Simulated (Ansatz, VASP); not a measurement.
# HfC: VASP beside Ansatz

```xyz
2
Lattice="0.0000 2.3250 2.3250 2.3250 0.0000 2.3250 2.3250 2.3250 0.0000" Properties=species:S:1:pos:R:3 pbc="T T T"
Hf    2.3250    2.3250    2.3250
C     0.0000    0.0000    0.0000
```

Alike in both runs: task single point; functional PBE; k mesh 20 × 20 × 20; occupations gaussian, width 0.15 eV; no spin polarisation.

|  | VASP | Ansatz |
| --- | --- | --- |
| version | VASP 6.6.1 | Ansatz 0.2.0 |
| potentials or method | VASP PAW PBE potentials, release 64 (Hf_pv, C) | scalar-relativistic, plane waves, PAW |
| plane-wave cutoff (eV) | 520 | 420 |
| valence electrons in the cell | 14 | 30 |

|  | VASP | Ansatz | Ansatz less VASP |
| --- | --- | --- | --- |
| gap on the k mesh at the Fermi level (eV) | none | none | - |
| pressure (GPa) | -0.5 | 0.2 | +0.66 |

A gap of «none» marks a metal or a gap that the smearing closes. The functional is the same, so the differences come from potentials, cutoffs and numerics. The two sets of potentials don't hold the same shells in valence.

The runs have no spin-orbit coupling, so splittings on Hf are missing.
